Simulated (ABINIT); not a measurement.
BN:

```
N B
1.0
     0.00000    1.81300    1.81300
     1.81300    0.00000    1.81300
     1.81300    1.81300    0.00000
N B
1 1
Direct
  0.25000 0.25000 0.25000
  0.00000 0.00000 0.00000
```

The cell is a database's computed one.

Program: ABINIT 10.8.3 (patched build). Alike in all runs: potentials or basis JTH PAW PBE v2.0; no spin polarisation; cell as given; smearing fermi-dirac 0.05 eV. Hardware: 1 thread of Arm Neoverse V1 (shared host).

Problem. Order these runs on this cell by their wall time, lowest first.
A. task band structure; level r2SCAN; k mesh 13 × 13 × 13; cutoff (eV) 844; fine-grid cutoff 1442.2 eV
B. task single point; level PBEsol; k mesh 8 × 8 × 8; cutoff (eV) 707; fine-grid cutoff 1306.15 eV
C. task band structure; level PBEsol; k mesh 13 × 13 × 13; cutoff (eV) 707; fine-grid cutoff 1306.15 eV

Solution. B (8.6 s), C (22 s), A (95 s).
